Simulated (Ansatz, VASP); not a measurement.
# MgO: VASP beside Ansatz, part 2 of 2

Aim: how closely do two programs agree when they are given the same cell, functional and k mesh? The structure shown is the end of the Ansatz relaxation below.

VASP 6.6.1 and Ansatz 0.2.0.

So far. Step 3 (VASP: single point, PBEsol, pair 1): The run ends at a pressure of -0.83 GPa.

## 5. Ansatz: relaxation, PBEsol

Level of this step: Ansatz beside VASP: Kohn-Sham DFT, plane waves, PBEsol (Ansatz).

This run makes the geometry at which the two programs are then compared. The cell compared in this pair holds 53.40 Å³, against 56.17 Å³ for the pair before.

The structure compared here is the end of the Ansatz relaxation.

The input, input.yaml:

```yaml
crystal:
  lattice:
    - [2.89112186, 0.0, 0.0]
    - [-1.44556093, 2.5037849762, 0.0]
    - [0.0, 0.0, 7.432212364]
  atoms:
    - { symbol: Mg, position: [0.0, 0.0, 0.0] }
    - { symbol: Mg, position: [0.3333333, 0.6666667, 0.3333333] }
    - { symbol: Mg, position: [0.6666667, 0.3333333, 0.6666667] }
    - { symbol: O, position: [0.0, 0.0, 0.5] }
    - { symbol: O, position: [0.3333333, 0.6666667, 0.8333333] }
    - { symbol: O, position: [0.6666667, 0.3333333, 0.1666667] }
kpoints:
  mp_grid: { grid: [11, 11, 4] }
scf:
  occupations: { method: fermi_dirac, width: 0.02 }
hamiltonian:
  xc: pbesol
  pseudopotentials: { kind: paw, azcp: { folder: soft_1 }, xc_functional: pbe }
basis:
  ecutwfc: 600
output:
  forces: true
  stress: true
relax:
  f_tol: 0.005
  max_steps: 70
  cell: { stress_tol: 0.02, p_target: 0, fix: [a, b, alpha, beta, gamma] }
```

On the command line:

```
> ansatz run input.yaml --threads 4 --pin off --max-ram 18432MiB --backend cpu --events-out ev --progress --plain --runs-dir out
```

Numbers of over 12 decimals in the logs are rounded to 6 here.

Output:

```text
[...]
Crystal: 6 atoms, lattice volume = 53.800 Å³
Basis set: ecut = 600 eV, 1763 PW (Γ), exchange–correlation on 48×48×120 points (8 copies of the dense FFT grid, shifted against one another)
Bands: 30, of which v1, the nominal top of the filled ones, is band 24 counted from 1 (23 counted from 0)
Symmetry: 36 space group operations
[...]
k-points: 58 of 484
[...]
cell:  # Å, volume = 53.4021 Å³
    - [2.891122, 0, 0]
    - [-1.445561, 2.503785, 0]
    - [0, 0, 7.377261]
  atoms:
    - { symbol: Mg, position: [0, 0, 0] }
    - { symbol: Mg, position: [0.333333, 0.666667, 0.333333] }
    - { symbol: Mg, position: [0.666667, 0.333333, 0.666667] }
    - { symbol: O, position: [0, 0, 0.5] }
    - { symbol: O, position: [0.333333, 0.666667, 0.833333] }
    - { symbol: O, position: [0.666667, 0.333333, 0.166667] }
[key lines of the parts left out:]
SCF converged after 6 iterations
Free energy (F): -7427.502461 eV
Fermi energy:    11.163715 eV
P = ⅓ Tr σ = 8.8351 GPa (88.351 kbar)
```

## 6. VASP: single point, PBEsol, pair 2

The same cell, functional, mesh and smearing now go to VASP, with its own data sets.

The input, INCAR:

```
SYSTEM = MgO
PREC = Accurate
ENCUT = 600
EDIFF = 1E-06
NELM = 120
ISMEAR = -1
SIGMA = 0.02
LREAL = .FALSE.
ALGO = Normal
GGA = PS
NBANDS = 18
LORBIT = 11
LWAVE = .FALSE.
LCHARG = .FALSE.
ISIF = 2
LASPH = .TRUE.
GGA_COMPAT = .FALSE.
EFERMI = MIDGAP
KPAR = 2
```

The input, POSCAR:

```
MgO
1.0
    2.8911218600      0.0000000000      0.0000000000
   -1.4455609300      2.5037849762      0.0000000000
    0.0000000000      0.0000000000      7.3772612881
Mg O
3 3
Direct
    0.0000000000      0.0000000000      0.0000000000
    0.3333333333      0.6666666667      0.3333333333
    0.6666666667      0.3333333333      0.6666666667
    0.0000000000      0.0000000000      0.5000000000
    0.3333333333      0.6666666667      0.8333333333
    0.6666666667      0.3333333333      0.1666666667
```

The input, KPOINTS:

```
Automatic mesh
0
Gamma
11 11 4
0 0 0
```

Potentials, in the order of the species: Mg and O (PBE family, release 64).

On the command line:

```
> mpirun -np 2 vasp_std
```

Output:

```text
[banner, memory and clock lines left out]
running    2 mpi-ranks, on    1 nodes
[...]
[... a notice as in an earlier step ...]

 LDA part: xc-table for (Slater+PW92), standard interpolation
 POSCAR, INCAR and KPOINTS ok, starting setup
[...]
entering main loop
       N       E                     dE             d eps       ncg     rms          rms(c)
DAV:   1     0.117875194079E+03    0.11788E+03   -0.13770E+04  2152   0.137E+03
DAV:   2    -0.351770446958E+02   -0.15305E+03   -0.14796E+03  2598   0.268E+02
DAV:   3    -0.415953357723E+02   -0.64183E+01   -0.64033E+01  2542   0.582E+01
DAV:   4    -0.416260019288E+02   -0.30666E-01   -0.30654E-01  2634   0.448E+00
[...]
DAV:  10    -0.374209426834E+02   -0.11173E-03   -0.74640E-04  2646   0.203E-01    0.207E-02
DAV:  11    -0.374209447174E+02   -0.20339E-05   -0.65527E-06  2510   0.228E-02    0.873E-03
DAV:  12    -0.374209444202E+02    0.29718E-06   -0.28884E-06  2146   0.140E-02
   1 F= -.37420944E+02 E0= -.37420944E+02  d E =0.000000E+00
```

OUTCAR, selected parts (step 6):

```text
  Total        4.1666776      4.1666776     -0.2831742      0.0000000     -0.0000000      0.0000000
  in kB      125.0091737    125.0091737     -8.4958284      0.0000000     -0.0000000      0.0000000
  external PRESSURE =      80.5075064 kB  Pullay stress =       0.0000000 kB

 POSITION                                       TOTAL-FORCE (eV/Angst)
 -----------------------------------------------------------------------------------
      0.00000      0.00000      0.00000        -0.000000     -0.000000     -0.000000
     -0.00000      1.66919      2.45909        -0.000000     -0.000000     -0.000000
      1.44556      0.83459      4.91817        -0.000000     -0.000000     -0.000000
      0.00000      0.00000      3.68863         0.000000     -0.000000     -0.000000
     -0.00000      1.66919      6.14772        -0.000000     -0.000000     -0.000000
      1.44556      0.83459      1.22954        -0.000000      0.000000      0.000000
 -----------------------------------------------------------------------------------
    total drift:                                0.000000     -0.000000      0.000000

  FREE ENERGIE OF THE ION-ELECTRON SYSTEM (eV)
  ---------------------------------------------------
  free  energy   TOTEN  =       -37.4209444202 eV

  energy  without entropy=      -37.4209444202  energy(sigma->0) =      -37.42094442

[... 1 part as in an earlier step ...]

[... 2 further parts left out ...]
[key lines of the parts left out:]
E-fermi :   6.0447
```

The run ends at a pressure of 8.05 GPa.

## 7. Comparison

What differs besides the data sets and the points named for the pairs above, as far as they apply: the data sets hold 48 valence electrons in Ansatz (on its PAW soft_1 files) and 24 in VASP. Total energies have different zeros and are not compared.

Compared:

| quantity | Ansatz | VASP | difference |
| --- | --- | --- | --- |
| pressure (GPa) | 8.84 | 8.05 | +0.78 |
| gap on the k mesh (eV) | 4.973 | 4.970 | +0.003 |

A gap on the mesh is an upper bound, since the band edges may lie between its points.

## 8. Ansatz: relaxation, PBEsol

This run makes the geometry at which the two programs are then compared. The cell compared in this pair holds 54.32 Å³, against 53.40 Å³ for the pair before.

The structure compared here is the end of the Ansatz relaxation.

Changes to input.yaml since step 5:

```diff
@@ -2,5 +2,5 @@
   lattice:
-    - [2.89112186, 0.0, 0.0]
-    - [-1.44556093, 2.5037849762, 0.0]
-    - [0.0, 0.0, 7.432212364]
+    - [2.92092724, 0.0, 0.0]
+    - [-1.46046362, 2.5295971924, 0.0]
+    - [0.0, 0.0, 7.388407576]
   atoms:
@@ -24,2 +24,6 @@
   stress: true
+  write_density: true
+  write_potential: true
+  elf: true
+  volumetric_format: npy
 relax:
```

On the command line:

```
> ansatz run input.yaml --threads 4 --pin off --max-ram 18432MiB --backend cpu --events-out ev --progress --plain --runs-dir out
```

Output:

```text
[...]
Crystal: 6 atoms, lattice volume = 54.591 Å³
Basis set: ecut = 600 eV, 1823 PW (Γ), exchange–correlation on 48×48×120 points (8 copies of the dense FFT grid, shifted against one another)
Bands: 30, of which v1, the nominal top of the filled ones, is band 24 counted from 1 (23 counted from 0)
Symmetry: 36 space group operations
[...]
k-points: 58 of 484
[...]
cell:  # Å, volume = 54.3208 Å³
    - [2.920927, 0, 0]
    - [-1.460464, 2.529597, 0]
    - [0, 0, 7.351808]
  atoms:
    - { symbol: Mg, position: [0, 0, 0] }
    - { symbol: Mg, position: [0.333333, 0.666667, 0.333333] }
    - { symbol: Mg, position: [0.666667, 0.333333, 0.666667] }
    - { symbol: O, position: [0, 0, 0.5] }
    - { symbol: O, position: [0.333333, 0.666667, 0.833333] }
    - { symbol: O, position: [0.666667, 0.333333, 0.166667] }
[key lines of the parts left out:]
SCF converged after 5 iterations
Free energy (F): -7427.577098 eV
Fermi energy:    10.842877 eV
P = ⅓ Tr σ = 5.6474 GPa (56.474 kbar)
```

## 9. VASP: single point, PBEsol, pair 3

The same cell, functional, mesh and smearing now go to VASP, with its own data sets.

INCAR is that of step 6.

Changes to POSCAR since step 6:

```diff
@@ -2,5 +2,5 @@
 1.0
-    2.8911218600      0.0000000000      0.0000000000
-   -1.4455609300      2.5037849762      0.0000000000
-    0.0000000000      0.0000000000      7.3772612881
+    2.9209272400      0.0000000000      0.0000000000
+   -1.4604636200      2.5295971924      0.0000000000
+    0.0000000000      0.0000000000      7.3518082609
 Mg O
```

KPOINTS is that of step 6.

On the command line:

```
> mpirun -np 2 vasp_std
```

Output:

```text
[... set-up lines as in an earlier step ...]
 entering main loop
       N       E                     dE             d eps       ncg     rms          rms(c)
DAV:   1     0.115591763206E+03    0.11559E+03   -0.13755E+04  2152   0.137E+03
DAV:   2    -0.355925745122E+02   -0.15118E+03   -0.14691E+03  2612   0.269E+02
DAV:   3    -0.416472027115E+02   -0.60546E+01   -0.60407E+01  2620   0.572E+01
DAV:   4    -0.416754382151E+02   -0.28236E-01   -0.28225E-01  2624   0.429E+00
[...]
DAV:  10    -0.374936420110E+02   -0.10072E-03   -0.84546E-04  2632   0.214E-01    0.199E-02
DAV:  11    -0.374936453369E+02   -0.33259E-05   -0.58808E-06  2514   0.216E-02    0.922E-03
DAV:  12    -0.374936450660E+02    0.27094E-06   -0.33748E-06  2264   0.149E-02
   1 F= -.37493645E+02 E0= -.37493645E+02  d E =0.000000E+00
```

Parts of OUTCAR (step 9):

```text
  Total        2.6060880      2.6060880     -0.2886623      0.0000000     -0.0000000      0.0000000
  in kB       76.8658408     76.8658408     -8.5140145      0.0000000     -0.0000000      0.0000000
  external PRESSURE =      48.4058890 kB  Pullay stress =       0.0000000 kB

 POSITION                                       TOTAL-FORCE (eV/Angst)
 -----------------------------------------------------------------------------------
      0.00000      0.00000      0.00000         0.000000      0.000000      0.000000
     -0.00000      1.68640      2.45060         0.000000      0.000000      0.000000
      1.46046      0.84320      4.90121         0.000000      0.000000      0.000000
      0.00000      0.00000      3.67590        -0.000000      0.000000      0.000000
     -0.00000      1.68640      6.12651         0.000000      0.000000      0.000000
      1.46046      0.84320      1.22530        -0.000000     -0.000000     -0.000000
 -----------------------------------------------------------------------------------
    total drift:                                0.000000     -0.000000      0.000000

  FREE ENERGIE OF THE ION-ELECTRON SYSTEM (eV)
  ---------------------------------------------------
  free  energy   TOTEN  =       -37.4936450660 eV

  energy  without entropy=      -37.4936450660  energy(sigma->0) =      -37.49364507

[... 1 part as in an earlier step ...]

[... 2 further parts left out ...]
[key lines of the parts left out:]
E-fermi :   5.8090
```

The run ends at a pressure of 4.84 GPa.

## 10. Comparison

What differs besides the data sets and the points named for the pairs above, as far as they apply: the data sets hold 48 valence electrons in Ansatz (on its PAW soft_1 files) and 24 in VASP. Total energies have different zeros and are not compared.

Both answers:

| quantity | Ansatz | VASP | difference |
| --- | --- | --- | --- |
| pressure (GPa) | 5.65 | 4.84 | +0.81 |
| gap on the k mesh (eV) | 4.860 | 4.857 | +0.004 |

A gap on the mesh is an upper bound, since the band edges may lie between its points.

## 11. Outcome

- difference in gap on the k mesh (single point, PBEsol, pair 1): 0.0050 eV
- difference in pressure (single point, PBEsol, pair 1): 0.84 GPa
- difference in gap on the k mesh (single point, PBEsol, pair 2): 0.0035 eV
- difference in pressure (single point, PBEsol, pair 2): 0.78 GPa
- difference in gap on the k mesh (single point, PBEsol, pair 3): 0.0036 eV
- difference in pressure (single point, PBEsol, pair 3): 0.81 GPa

The difference in pressure is 0.84 GPa (single point, PBEsol, pair 1), within the 1 GPa picked in this series as the mark of a large difference. The data sets hold unlike numbers of valence electrons (48 in Ansatz and 24 in VASP), so part of the differences comes from the potentials. 4 further runs of this series are not shown here. How closely two codes agree says nothing of how well the functional describes the real material.

[Lines on the potential files, build, host, timing and source positions are cut from VASP's logs without a mark.]

[Logs are printed without paths, hosts, clocks, repeated set-up lines and the standing remarks that a program may print on its own settings, such as how far it seeks lower states.]

[Hosts, paths, dates, database ids (printed as entryN), source tags and the programs' standing remarks are cut or masked in the printed files.]
